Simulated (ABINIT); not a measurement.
# YN (Fm-3m) in ABINIT: a series of runs

The runs below take YN through equation of state, with PBE, LDA, PBEsol, RPBE, BLYP.

Program: ABINIT 10.8.3 (patched build). These are calculated values, not measurements. Logs are shortened: lines on timing, memory, paths and dates and some standing lists are left out, and cuts for length are marked. The log counts tension as positive stress, the text compression.

### Step 1. The structure

It takes space group Fm-3m (No. 225, cubic). The conventional cell has a = 4.877 Å, b = 4.877 Å, c = 4.877 Å, α = 90.00°, β = 90.00°, γ = 90.00°. Around Y (site symmetry m-3m) lie 6 N at 2.44 Å. Around N (site symmetry m-3m) lie 6 Y at 2.44 Å.

### Step 2. Equation of state, PBE

File run.abi:

```
# Datasets: one volume each
ndtset 7
getwfk -1
scalecart1 3*0.9795861087
scalecart2 3*0.9864848297
scalecart3 3*0.9932883884
scalecart4 3*1.0000000000
scalecart5 3*1.0066227096
scalecart6 3*1.0131594038
scalecart7 3*1.0196128224

# Pseudopotentials
pp_dirpath "./"
pseudos "Y.GGA_PBE-ansatz.xml, N.GGA_PBE-ansatz.xml"

# Structure
acell 3.4485597718 3.4485597718 3.4485597718 Angstrom
rprim
     0.0000000000     0.7071067812     0.7071067812
     0.7071067812     0.0000000000     0.7071067812
     0.7071067812     0.7071067812     0.0000000000
ntypat 2
znucl 39 7
natom 2
typat 1 2
xred
     0.0000000000     0.0000000000     0.0000000000
     0.5000000000     0.5000000000     0.5000000000

# Plane-wave basis
ecut 19.0
pawecutdg 38.0
pawxcdev 0

# k points
kptopt 1
ngkpt 9 9 9
nshiftk 1
shiftk 0.0 0.0 0.0

# Exchange and correlation
ixc 11

# Bands and occupations
nband 12
occopt 3
tsmear 0.00183747

# SCF cycle
nstep 100
tolvrs 1.0e-9

# Output
iomode 3
prtwf 1
prtden 0
prteig 0
prtebands 0
enunit 1
```

Potentials or basis: Ansatz PAW PBE default generated set, frozen core.

Launch:

```
$ abinit run.abi > log 2>&1
```

run.abo:

```text
[... set-up lines left out ...]
 ETOT  1  -48.868877216598    -4.887E+01 2.470E-01 2.436E+01
 ETOT  2  -48.900358656970    -3.148E-02 2.029E-02 2.144E+01
 ETOT  3  -48.858248481034     4.211E-02 8.010E-03 7.785E-01
 ETOT  4  -48.859293104157    -1.045E-03 2.035E-03 1.892E-01
 ETOT  5  -48.858825481555     4.676E-04 4.632E-04 7.485E-03
 ETOT  6  -48.858818079060     7.402E-06 6.000E-04 9.147E-04
 ETOT  7  -48.858816149466     1.930E-06 3.439E-04 1.616E-04
 ETOT  8  -48.858815820454     3.290E-07 1.939E-04 9.867E-06
 ETOT  9  -48.858815810585     9.869E-09 2.139E-04 6.789E-07
 ETOT 10  -48.858815808719     1.866E-09 6.343E-05 5.739E-09
 ETOT 11  -48.858815808769    -5.001E-11 1.127E-04 5.288E-10
[... 513 lines left out ...]
 getcut: wavevector=  0.0000  0.0000  0.0000  ngfft=  27  27  27
         ecut(hartree)=     19.000   => boxcut(ratio)=   2.03627

 Fine grid specifications (used for densities):

 getcut: wavevector=  0.0000  0.0000  0.0000  ngfft=  40  40  40
         ecut(hartree)=     38.000   => boxcut(ratio)=   2.21190

 getcut : COMMENT -
  Note that boxcut > 2.2 ; recall that boxcut=Gcut(box)/Gcut(sphere) = 2
  is sufficient for exact treatment of convolution.
  Such a large boxcut is a waste : you could raise ecut
  e.g. ecut=   46.478970 Hartrees makes boxcut=2

--------------------------------------------------------------------------------

-inwffil : will read wavefunctions from disk file runo_DS3_WFK.nc

================================================================================

--- !BeginCycle
iteration_state: {dtset: 4, }
solver: {iscf: 17, nstep: 100, nline: 4, wfoptalg: 10, }
tolerances: {tolvrs: 1.00E-09, }
...
[... 518 lines left out ...]
 Real(R)+Recip(G) space primitive vectors, cartesian coordinates (Bohr,Bohr^-1):
 R(1)=  0.0000000  4.6984749  4.6984749  G(1)= -0.1064175  0.1064175  0.1064175
 R(2)=  4.6984749  0.0000000  4.6984749  G(2)=  0.1064175 -0.1064175  0.1064175
 R(3)=  4.6984749  4.6984749  0.0000000  G(3)=  0.1064175  0.1064175 -0.1064175
 Unit cell volume ucvol=  2.0744394E+02 bohr^3
 Angles (23,13,12)=  6.00000000E+01  6.00000000E+01  6.00000000E+01 degrees

 Coarse grid specifications (used for wave-functions):

 getcut: wavevector=  0.0000  0.0000  0.0000  ngfft=  30  30  30
         ecut(hartree)=     19.000   => boxcut(ratio)=   2.30351

 getcut : COMMENT -
  Note that boxcut > 2.2 ; recall that boxcut=Gcut(box)/Gcut(sphere) = 2
  is sufficient for exact treatment of convolution.
  Such a large boxcut is a waste : you could raise ecut
  e.g. ecut=   25.204174 Hartrees makes boxcut=2

 Fine grid specifications (used for densities):

 getcut: wavevector=  0.0000  0.0000  0.0000  ngfft=  40  40  40
         ecut(hartree)=     38.000   => boxcut(ratio)=   2.16936
--------------------------------------------------------------------------------

-inwffil : will read wavefunctions from disk file runo_DS6_WFK.nc

================================================================================
[... 134 lines left out ...]
 Cartesian components of stress tensor (hartree/bohr^3)
  sigma(1 1)=  2.00646733E-04  sigma(3 2)=  0.00000000E+00
  sigma(2 2)=  2.00646733E-04  sigma(3 1)=  0.00000000E+00
  sigma(3 3)=  2.00646733E-04  sigma(2 1)=  0.00000000E+00

-Cartesian components of stress tensor (GPa)         [Pressure= -5.9032E+00 GPa]
- sigma(1 1)=  5.90323071E+00  sigma(3 2)=  0.00000000E+00
- sigma(2 2)=  5.90323071E+00  sigma(3 1)=  0.00000000E+00
- sigma(3 3)=  5.90323071E+00  sigma(2 1)=  0.00000000E+00

== END DATASET(S) ==============================================================
================================================================================

 -outvars: echo values of variables after computation  --------
            acell      6.5168334975E+00  6.5168334975E+00  6.5168334975E+00 Bohr
           etotal1    -4.8858815809E+01
           etotal2    -4.8860513468E+01
           etotal3    -4.8861650024E+01
           etotal4    -4.8862280470E+01
           etotal5    -4.8862453804E+01
           etotal6    -4.8862214800E+01
           etotal7    -4.8861603509E+01
            fcart1    -0.0000000000E+00 -0.0000000000E+00 -0.0000000000E+00
                      -0.0000000000E+00 -0.0000000000E+00 -0.0000000000E+00
            fcart2    -0.0000000000E+00 -0.0000000000E+00 -0.0000000000E+00
                      -0.0000000000E+00 -0.0000000000E+00 -0.0000000000E+00
            fcart3    -0.0000000000E+00 -0.0000000000E+00 -0.0000000000E+00
                      -0.0000000000E+00 -0.0000000000E+00 -0.0000000000E+00
            fcart4    -0.0000000000E+00 -0.0000000000E+00 -0.0000000000E+00
                      -0.0000000000E+00 -0.0000000000E+00 -0.0000000000E+00
            fcart5    -0.0000000000E+00 -0.0000000000E+00 -0.0000000000E+00
                      -0.0000000000E+00 -0.0000000000E+00 -0.0000000000E+00
            fcart6    -0.0000000000E+00 -0.0000000000E+00 -0.0000000000E+00
                      -0.0000000000E+00 -0.0000000000E+00 -0.0000000000E+00
            fcart7    -0.0000000000E+00 -0.0000000000E+00 -0.0000000000E+00
                      -0.0000000000E+00 -0.0000000000E+00 -0.0000000000E+00
            rprim1     0.0000000000E+00  6.9267198023E-01  6.9267198023E-01
[... 30 lines left out ...]
           strten6     1.1034302341E-04  1.1034302341E-04  1.1034302341E-04
                       0.0000000000E+00  0.0000000000E+00  0.0000000000E+00
           strten7     2.0064673347E-04  2.0064673347E-04  2.0064673347E-04
                       0.0000000000E+00  0.0000000000E+00  0.0000000000E+00
           xangst1     0.0000000000E+00  0.0000000000E+00  0.0000000000E+00
                       2.3887207261E+00  2.3887207261E+00  2.3887207261E+00
           xangst2     0.0000000000E+00  0.0000000000E+00  0.0000000000E+00
                       2.4055432572E+00  2.4055432572E+00  2.4055432572E+00
           xangst3     0.0000000000E+00  0.0000000000E+00  0.0000000000E+00
                       2.4221337351E+00  2.4221337351E+00  2.4221337351E+00
           xangst4     0.0000000000E+00  0.0000000000E+00  0.0000000000E+00
                       2.4385000000E+00  2.4385000000E+00  2.4385000000E+00
           xangst5     0.0000000000E+00  0.0000000000E+00  0.0000000000E+00
                       2.4546494774E+00  2.4546494774E+00  2.4546494774E+00
           xangst6     0.0000000000E+00  0.0000000000E+00  0.0000000000E+00
                       2.4705892062E+00  2.4705892062E+00  2.4705892062E+00
           xangst7     0.0000000000E+00  0.0000000000E+00  0.0000000000E+00
                       2.4863258674E+00  2.4863258674E+00  2.4863258674E+00
             xred      0.0000000000E+00  0.0000000000E+00  0.0000000000E+00
                       5.0000000000E-01  5.0000000000E-01  5.0000000000E-01
 Calculation completed.
```

Run time: 2.2 min. Hardware: 1 thread of Arm Neoverse V2, shared host; peak memory 0.25 GiB.

Results:

| Item | Value |
| --- | --- |
| Equilibrium volume | 14.76 Å³/atom |
| Bulk modulus | 159 GPa |
| Pressure derivative of the bulk modulus | 4.2 |

Energy against volume, from the lowest point:
| volume (Å³/atom) | energy (meV/atom) |
| --- | --- |
| 13.630 | 49.50 |
| 13.920 | 26.40 |
| 14.210 | 10.94 |
| 14.500 | 2.36 |
| 14.790 | 0.00 |
| 15.080 | 3.25 |
| 15.370 | 11.57 |

Caveat: pressures at fixed basis lie under the slope of the energies; the atomic spheres overlap. PBE usually gives volumes a little too large and moduli too small.

### Step 3. Equation of state, LDA

Edit run.abi of step 2 so:

```diff
@@ -32,3 +32,2 @@
 pawecutdg 38.0
-pawxcdev 0
 
@@ -41,3 +40,3 @@
 # Exchange and correlation
-ixc 11
+ixc 7
```

Potentials or basis: Ansatz PAW PBE default generated set, frozen core.

Launch:

```
$ abinit run.abi > log 2>&1
```

Wall time 64 s (1 thread of Arm Neoverse V2, shared host); peak memory 0.17 GiB.

The run converged. Its results:

| Property | Result |
| --- | --- |
| Equilibrium volume | 14.01 Å³/atom |
| Bulk modulus | 182 GPa |
| Pressure derivative of the bulk modulus | 4.2 |

Energy against volume, from the lowest point:
```
volume (Å³/atom)  energy (meV/atom)
          13.630               5.77
          13.920               0.00
          14.210               1.29
          14.500               8.91
          14.790              22.24
          15.080              40.68
          15.370              63.71
```

Caveat: pressures at fixed basis lie under the slope of the energies; the PAW data sets were made with another functional, which shifts forces and pressure a little; the atomic spheres overlap. LDA usually gives volumes a few per cent too small.

### Step 4. Equation of state, PBEsol

Edit run.abi of step 3 so:

```diff
@@ -32,2 +32,3 @@
 pawecutdg 38.0
+pawxcdev 0
 
@@ -40,3 +41,3 @@
 # Exchange and correlation
-ixc 7
+ixc -116133
```

Launch:

```
$ abinit run.abi > log 2>&1
```

Wall time 3.5 min (1 thread of Arm Neoverse V2, shared host); peak memory 0.26 GiB.

Results (log left out):

- Equilibrium volume: 14.32 Å³/atom
- Bulk modulus: 171 GPa
- Pressure derivative of the bulk modulus: 4.2

Energy against volume, from the lowest point:
| volume (Å³/atom) | energy (meV/atom) |
| --- | --- |
| 13.630 | 19.02 |
| 13.920 | 5.88 |
| 14.210 | 0.00 |
| 14.500 | 0.66 |
| 14.790 | 7.20 |
| 15.080 | 19.04 |
| 15.370 | 35.64 |

Caveat: pressures at fixed basis lie under the slope of the energies; the PAW data sets were made with another functional, which shifts forces and pressure a little; the atomic spheres overlap.

### Step 5. Equation of state, RPBE

Edit run.abi of step 4 so:

```diff
@@ -41,3 +41,3 @@
 # Exchange and correlation
-ixc -116133
+ixc 15
```

Potentials or basis: Ansatz PAW PBE default generated set, frozen core.

Launch:

```
$ abinit run.abi > log 2>&1
```

run.abo:

```text
[... set-up lines left out ...]
 ETOT  1  -48.786043469658    -4.879E+01 2.443E-01 2.404E+01
 ETOT  2  -48.815431434916    -2.939E-02 2.084E-02 2.016E+01
 ETOT  3  -48.776631804969     3.880E-02 8.390E-03 7.794E-01
 ETOT  4  -48.777888716162    -1.257E-03 1.591E-03 1.751E-01
 ETOT  5  -48.777464910291     4.238E-04 4.731E-04 7.061E-03
 ETOT  6  -48.777460420355     4.490E-06 6.121E-04 8.617E-04
 ETOT  7  -48.777458574751     1.846E-06 3.210E-04 1.172E-04
 ETOT  8  -48.777458374650     2.001E-07 1.913E-04 7.267E-06
 ETOT  9  -48.777458370554     4.097E-09 2.173E-04 4.312E-07
 ETOT 10  -48.777458369393     1.160E-09 6.953E-05 7.340E-09
 ETOT 11  -48.777458369435    -4.125E-11 1.272E-04 2.052E-09
 ETOT 12  -48.777458369432     2.629E-12 5.124E-05 1.402E-10
[... 519 lines left out ...]
 getcut: wavevector=  0.0000  0.0000  0.0000  ngfft=  40  40  40
         ecut(hartree)=     38.000   => boxcut(ratio)=   2.21190

 getcut : COMMENT -
  Note that boxcut > 2.2 ; recall that boxcut=Gcut(box)/Gcut(sphere) = 2
  is sufficient for exact treatment of convolution.
[... 718 lines left out ...]
            fcart2    -0.0000000000E+00 -0.0000000000E+00 -0.0000000000E+00
                      -0.0000000000E+00 -0.0000000000E+00 -0.0000000000E+00
            fcart3    -0.0000000000E+00 -0.0000000000E+00 -0.0000000000E+00
                      -0.0000000000E+00 -0.0000000000E+00 -0.0000000000E+00
            fcart4    -0.0000000000E+00 -0.0000000000E+00 -0.0000000000E+00
                      -0.0000000000E+00 -0.0000000000E+00 -0.0000000000E+00
            fcart5    -0.0000000000E+00 -0.0000000000E+00 -0.0000000000E+00
                      -0.0000000000E+00 -0.0000000000E+00 -0.0000000000E+00
[... 38 lines left out ...]
                       0.0000000000E+00  0.0000000000E+00  0.0000000000E+00
           xangst1     0.0000000000E+00  0.0000000000E+00  0.0000000000E+00
                       2.3887207261E+00  2.3887207261E+00  2.3887207261E+00
           xangst2     0.0000000000E+00  0.0000000000E+00  0.0000000000E+00
                       2.4055432572E+00  2.4055432572E+00  2.4055432572E+00
           xangst3     0.0000000000E+00  0.0000000000E+00  0.0000000000E+00
                       2.4221337351E+00  2.4221337351E+00  2.4221337351E+00
           xangst4     0.0000000000E+00  0.0000000000E+00  0.0000000000E+00
                       2.4385000000E+00  2.4385000000E+00  2.4385000000E+00
           xangst5     0.0000000000E+00  0.0000000000E+00  0.0000000000E+00
                       2.4546494774E+00  2.4546494774E+00  2.4546494774E+00
           xangst6     0.0000000000E+00  0.0000000000E+00  0.0000000000E+00
                       2.4705892062E+00  2.4705892062E+00  2.4705892062E+00
           xangst7     0.0000000000E+00  0.0000000000E+00  0.0000000000E+00
                       2.4863258674E+00  2.4863258674E+00  2.4863258674E+00
             xred      0.0000000000E+00  0.0000000000E+00  0.0000000000E+00
                       5.0000000000E-01  5.0000000000E-01  5.0000000000E-01
 Calculation completed.
```

Run time: 2.2 min. Hardware: 1 thread of Arm Neoverse V2, shared host; peak memory 0.25 GiB.

Results:

```yaml
Equilibrium_volume: 15.07 Å³/atom
Bulk_modulus: 150 GPa
Pressure_derivative_of_the_bulk_modulus: 4.2
```

Energy against volume, from the lowest point:
| volume (Å³/atom) | energy (meV/atom) |
| --- | --- |
| 13.630 | 76.17 |
| 13.920 | 46.79 |
| 14.210 | 25.20 |
| 14.500 | 10.64 |
| 14.790 | 2.45 |
| 15.080 | 0.00 |
| 15.370 | 2.75 |

Caveat: pressures at fixed basis lie under the slope of the energies; the PAW data sets were made with another functional, which shifts forces and pressure a little; the atomic spheres overlap. RPBE and its kin give volumes clearly too large for solids.

### Step 6. Equation of state, BLYP

Edit run.abi of step 5 so:

```diff
@@ -41,3 +41,3 @@
 # Exchange and correlation
-ixc 15
+ixc -106131
```

Potentials or basis: Ansatz PAW PBE default generated set, frozen core.

Launch:

```
$ abinit run.abi > log 2>&1
```

run.abo:

```text
[... set-up lines left out ...]
 ETOT  1  -48.867055044778    -4.887E+01 2.641E-01 3.122E+01
 ETOT  2  -48.886177445029    -1.912E-02 2.244E-02 2.764E+01
 ETOT  3  -48.831165273602     5.501E-02 2.588E-03 8.180E-01
 ETOT  4  -48.833258992036    -2.094E-03 1.328E-03 4.506E-01
 ETOT  5  -48.832075883449     1.183E-03 2.553E-04 1.901E-02
 ETOT  6  -48.832045873049     3.001E-05 7.635E-04 2.673E-03
 ETOT  7  -48.832040287655     5.585E-06 2.477E-04 5.598E-04
 ETOT  8  -48.832038939313     1.348E-06 2.569E-04 4.780E-05
 ETOT  9  -48.832038867100     7.221E-08 5.941E-04 3.089E-06
 ETOT 10  -48.832038858455     8.645E-09 5.647E-04 4.439E-08
 ETOT 11  -48.832038858629    -1.736E-10 9.684E-04 8.011E-09
 ETOT 12  -48.832038858633    -3.894E-12 1.146E-03 1.085E-09
 ETOT 13  -48.832038858632     1.208E-12 9.600E-04 4.015E-10
[... 508 lines left out ...]
 getcut: wavevector=  0.0000  0.0000  0.0000  ngfft=  40  40  40
         ecut(hartree)=     38.000   => boxcut(ratio)=   2.21190

 getcut : COMMENT -
  Note that boxcut > 2.2 ; recall that boxcut=Gcut(box)/Gcut(sphere) = 2
  is sufficient for exact treatment of convolution.
  Such a large boxcut is a waste : you could raise ecut
  e.g. ecut=   46.478970 Hartrees makes boxcut=2

--------------------------------------------------------------------------------

-inwffil : will read wavefunctions from disk file runo_DS3_WFK.nc

================================================================================
[... 522 lines left out ...]
 getcut: wavevector=  0.0000  0.0000  0.0000  ngfft=  30  30  30
[... 160 lines left out ...]

== END DATASET(S) ==============================================================
================================================================================

 -outvars: echo values of variables after computation  --------
            acell      6.5168334975E+00  6.5168334975E+00  6.5168334975E+00 Bohr
           etotal1    -4.8832038859E+01
           etotal2    -4.8834487275E+01
           etotal3    -4.8836337230E+01
           etotal4    -4.8837646688E+01
           etotal5    -4.8838466763E+01
           etotal6    -4.8838844462E+01
           etotal7    -4.8838821823E+01
            fcart1    -0.0000000000E+00 -0.0000000000E+00 -0.0000000000E+00
                      -0.0000000000E+00 -0.0000000000E+00 -0.0000000000E+00
            fcart2    -0.0000000000E+00 -0.0000000000E+00 -0.0000000000E+00
                      -0.0000000000E+00 -0.0000000000E+00 -0.0000000000E+00
            fcart3    -0.0000000000E+00 -0.0000000000E+00 -0.0000000000E+00
                      -0.0000000000E+00 -0.0000000000E+00 -0.0000000000E+00
            fcart4    -0.0000000000E+00 -0.0000000000E+00 -0.0000000000E+00
                      -0.0000000000E+00 -0.0000000000E+00 -0.0000000000E+00
            fcart5    -0.0000000000E+00 -0.0000000000E+00 -0.0000000000E+00
                      -0.0000000000E+00 -0.0000000000E+00 -0.0000000000E+00
[... 38 lines left out ...]
                       0.0000000000E+00  0.0000000000E+00  0.0000000000E+00
           xangst1     0.0000000000E+00  0.0000000000E+00  0.0000000000E+00
                       2.3887207261E+00  2.3887207261E+00  2.3887207261E+00
           xangst2     0.0000000000E+00  0.0000000000E+00  0.0000000000E+00
                       2.4055432572E+00  2.4055432572E+00  2.4055432572E+00
           xangst3     0.0000000000E+00  0.0000000000E+00  0.0000000000E+00
                       2.4221337351E+00  2.4221337351E+00  2.4221337351E+00
           xangst4     0.0000000000E+00  0.0000000000E+00  0.0000000000E+00
                       2.4385000000E+00  2.4385000000E+00  2.4385000000E+00
           xangst5     0.0000000000E+00  0.0000000000E+00  0.0000000000E+00
                       2.4546494774E+00  2.4546494774E+00  2.4546494774E+00
           xangst6     0.0000000000E+00  0.0000000000E+00  0.0000000000E+00
                       2.4705892062E+00  2.4705892062E+00  2.4705892062E+00
           xangst7     0.0000000000E+00  0.0000000000E+00  0.0000000000E+00
                       2.4863258674E+00  2.4863258674E+00  2.4863258674E+00
             xred      0.0000000000E+00  0.0000000000E+00  0.0000000000E+00
                       5.0000000000E-01  5.0000000000E-01  5.0000000000E-01
 Calculation completed.
```

Wall time 3 min (1 thread of Arm Neoverse V2, shared host); peak memory 0.26 GiB.

What came out:

```yaml
Equilibrium_volume: 15.21 Å³/atom
Bulk_modulus: 151 GPa
Pressure_derivative_of_the_bulk_modulus: 4.2
```

Energy against volume, from the lowest point:
```
volume (Å³/atom)  energy (meV/atom)
          13.630              92.59
          13.920              59.28
          14.210              34.11
          14.500              16.30
          14.790               5.14
          15.080               0.00
          15.370               0.31
```

Caveat: pressures at fixed basis lie under the slope of the energies; the PAW data sets were made with another functional, which shifts forces and pressure a little; the atomic spheres overlap.

### Step 7. Overview

| level | V0 of scaled cells (Å³/atom) | B0 (GPa) |
| --- | --- | --- |
| PBE | 14.76 | 159 |
| LDA | 14.01 | 182 |
| PBEsol | 14.32 | 171 |
| RPBE | 15.07 | 150 |
| BLYP | 15.21 | 151 |

Alike in all rows: task equation of state; potentials or basis Ansatz PAW PBE default generated set, frozen core; no spin polarisation; cell as given; k mesh 9 × 9 × 9; cutoff (eV) 517; smearing fermi-dirac 0.05 eV.

Caveats: pressures at fixed basis lie under the slope of the energies; the atomic spheres overlap; the PAW data sets were made with another functional, which shifts forces and pressure a little (some runs).

Absolute energies hang on the potentials; compare differences alone.
